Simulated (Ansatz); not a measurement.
Wires are cut from relaxed bulk AlRu (Pm-3m, 13.56 Å³/atom, gap on the mesh 0.00 eV); atoms and period are relaxed, and energies count from that bulk.

The calculation used DFT PBE, scalar-relativistic, plane waves, PAW in Ansatz 0.2.0.

Cutoff 420 eV, Gaussian smearing of 0.05 eV, energies at zero smearing, symmetry of each start kept, no spin polarisation.

```csv
start,atoms,k mesh,excess energy (eV per host atom),line energy (eV/Å),period (Å),gap on the mesh (eV)
"[001] wire, 8 host atoms a period",8,1×1×18,1.271,3.676,2.766,0
"[001] wire, 12 host atoms a period",12,1×1×18,1.063,4.408,2.895,0
```

Each run keeps its start's symmetry and one magnetic start, so lower states can exist.

Cost: 2 runs of about 16 core-minutes in all, on Intel Xeon Platinum 8175M (Skylake/Cascade Lake) (shared hosts).